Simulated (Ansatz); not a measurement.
# AlCu3: the cost of one run

Program: Ansatz 0.2.0. Level of theory: DFT PBEsol, scalar-relativistic, plane waves, PAW. These are calculated values, not measurements.

2 further runs of the same task are left out: 2 set aside as unsound or not needed.

## 1. Starting point

The structure is hexagonal, space group P6_3/mmc (No. 194). Conventional cell: a = 5.145 Å, b = 5.145 Å, c = 4.176 Å, α = 90.00°, β = 90.00°, γ = 120.00°. Al (site symmetry -6m2) has 12 Cu at 2.57 Å as nearest neighbours. Around Cu (site symmetry mm2) lie 8 Cu at 2.55 to 2.59 Å and 4 Al at 2.57 Å.

Structure file:

```
Al Cu
1.0
     5.14460    0.00000    0.00000
    -2.57230    4.45535    0.00000
     0.00000    0.00000    4.17613
Al Cu
2 6
Direct
  0.66667 0.33333 0.25000
  0.33333 0.66667 0.75000
  0.33057 0.16528 0.75000
  0.83472 0.16528 0.75000
  0.83472 0.66943 0.75000
  0.66943 0.83472 0.25000
  0.16528 0.83472 0.25000
  0.16528 0.33057 0.25000
```

It goes back to an entry of the Materials Project, which need not be the stable form.

This cell was relaxed beforehand with the same method: volume 11.97 Å³/atom, gap on the mesh none (metal).

## 2. Phonons at Γ, at rest

input.yaml

```yaml
crystal:
  lattice:
    - [5.1446000712, 0.0, 0.0]
    - [-2.5723000356, 4.4553543539, 0.0]
    - [0.0, 0.0, 4.1761331227]
  atoms:
    - { symbol: Al, position: [0.6666666667, 0.3333333333, 0.25] }
    - { symbol: Al, position: [0.3333333333, 0.6666666667, 0.75] }
    - { symbol: Cu, position: [0.3305652765, 0.1652826383, 0.75] }
    - { symbol: Cu, position: [0.8347173617, 0.1652826383, 0.75] }
    - { symbol: Cu, position: [0.8347173617, 0.6694347235, 0.75] }
    - { symbol: Cu, position: [0.6694347235, 0.8347173617, 0.25] }
    - { symbol: Cu, position: [0.1652826383, 0.8347173617, 0.25] }
    - { symbol: Cu, position: [0.1652826383, 0.3305652765, 0.25] }
basis:
  ecutwfc: 420
kpoints:
  mp_grid: { grid: [12, 12, 8] }
hamiltonian:
  xc: pbesol
scf:
  occupations: { method: fermi_dirac, width: 0.15 }
output:
  eigenvalues: true
phonons:
  method: dfpt
  eigenvectors: true
```

Run with:

```bash
> ansatz run input.yaml --threads 2 --pin off --max-ram 7168MiB --backend cpu --events-out ev --progress --plain --runs-dir out
```

What time and memory should one allow on 2 threads of Intel Xeon 6975P-C (Granite Rapids), shared host?

About 14 min, with a peak of 5.3 GiB.
